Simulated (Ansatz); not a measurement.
# HfC: the cost of one run

Program: Ansatz 0.2.0. Level of theory: DFT r²SCAN, scalar-relativistic, plane waves, PAW. These are calculated values, not measurements.

**1. The system as given**

It takes space group F-43m (No. 216, cubic). Conventional cell: a = 5.025 Å, b = 5.025 Å, c = 5.025 Å, α = 90.00°, β = 90.00°, γ = 90.00°. Hf (site symmetry -43m) has 4 C at 2.18 Å as nearest neighbours. Around C (site symmetry -43m) lie 4 Hf at 2.18 Å.

As a file:

```cif
data_structure
_symmetry_space_group_name_H-M 'F-43m'
_symmetry_Int_Tables_number 216
_cell_length_a 5.0253
_cell_length_b 5.0253
_cell_length_c 5.0253
_cell_angle_alpha 90.000
_cell_angle_beta 90.000
_cell_angle_gamma 90.000
_cell_volume 126.91
loop_
_atom_site_label
_atom_site_type_symbol
_atom_site_symmetry_multiplicity
_atom_site_Wyckoff_symbol
_atom_site_fract_x
_atom_site_fract_y
_atom_site_fract_z
_atom_site_occupancy
Hf1 Hf 4 a 0.00000 0.00000 0.00000 1
C1 C 4 d 0.25000 0.25000 0.75000 1
```

This cell comes from an earlier session at r²SCAN: 15.863 Å³/atom at 0.14 GPa, on a 12×12×12 mesh.

The changes: atom 2 (C) moved 0.08 Å along z; strain e4 = -0.01, atoms carried along; all atoms moved at random (σ = 0.15 Å), cell strained at random (1 %).

**2. Atom 2 (C) moved 0.08 Å along z**

Input file input.yaml:

```yaml
crystal:
  lattice:
    - [0.0, 2.512653723, 2.512653723]
    - [2.512653723, 0.0, 2.512653723]
    - [2.512653723, 2.512653723, 0.0]
  atoms:
    - { symbol: Hf, position: [0.0, 0.0, 0.0] }
    - { symbol: C, position: [0.265919424, 0.265919424, 0.234080576] }
basis:
  ecutwfc: 500
  ecutrho_ratio: 4
kpoints:
  mp_grid: { grid: [12, 12, 12] }
hamiltonian:
  xc: r2scan
scf:
  occupations: { method: gaussian, width: 0.05 }
output:
  forces: true
  stress: true
  eigenvalues: true
  write_density: true
  write_potential: true
  elf: true
  volumetric_format: npy
```

The run is started by

```sh
$ ansatz run input.yaml --threads 2 --pin off --max-ram 2662MiB --backend cpu --events-out ev --progress --plain --runs-dir out
```

Q: Estimate wall time and peak memory on 2 threads of Arm Neoverse V1, shared host.

About 26 s, with a peak of 0.57 GiB.
